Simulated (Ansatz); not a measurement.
**Ga under compression and expansion**

```cif
data_structure
_symmetry_space_group_name_H-M 'I4/mmm'
_symmetry_Int_Tables_number 139
_cell_length_a 2.7688
_cell_length_b 2.7688
_cell_length_c 4.6224
_cell_angle_alpha 90.000
_cell_angle_beta 90.000
_cell_angle_gamma 90.000
_cell_volume 35.44
loop_
_atom_site_label
_atom_site_type_symbol
_atom_site_symmetry_multiplicity
_atom_site_Wyckoff_symbol
_atom_site_fract_x
_atom_site_fract_y
_atom_site_fract_z
_atom_site_occupancy
Ga1 Ga 2 a 0.00000 0.00000 0.00000 1
```

The runs use the primitive cell with vectors (-1.384, 1.384, 2.311), (1.384, -1.384, 2.311), (1.384, 1.384, -2.311) Å, to which the k mesh refers.

Structure from Materials Project entry mp-140 (possibly hypothetical), not relaxed further.

Methods: DFT, LDA, all-electron LAPW, scalar-relativistic (Ansatz 0.2.0); DFT, LDA, PAW with Ansatz's default frozen-core files, scalar-relativistic (Ansatz 0.2.0).

For LAPW: a Γ-centred 18×18×18 k mesh, Fermi–Dirac smearing of 0.05 eV, basis error target 0.5 meV/atom, no spin polarisation. PAW takes a cutoff of 420 eV at this cell (files made with PBE, cores remade for this functional). The Ansatz runs share mesh, smearing and spin set-up. Plane-wave (PAW) pressures include the program's estimate of the Pulay term.

The cell above is scaled evenly, with fractional coordinates and shape held.

**Question.** Estimate the equilibrium volume and bulk modulus that full-potential LAPW gives for this fixed shape.

**Answer.** V0 = 17.17 Å³/atom, B0 = 64 GPa, B0′ = 4.6, from a third-order Birch–Murnaghan fit to these pressures:
| V/V(cell) | V (Å³/atom) | P, LAPW (GPa) | P, PAW (GPa) | free energy over the lowest listed, PAW (meV/atom) |
| --- | --- | --- | --- | --- |
| 0.9500 | 16.832 | 1.34 | 1.28 | 1.1 |
| 0.9750 | 17.275 | -0.39 | -0.43 | 0.0 |
| 1.0000 | 17.718 | -1.87 | -1.92 | 3.3 |
| 1.0250 | 18.161 | -3.16 | -3.20 | 10.4 |
| 1.0500 | 18.604 | -4.27 | -4.31 | 20.8 |

PAW's V0 lies -0.08 % from the all-electron value and its B0 0.1 %. With shape and internal coordinates held, B0 is an upper bound to the relaxed modulus.
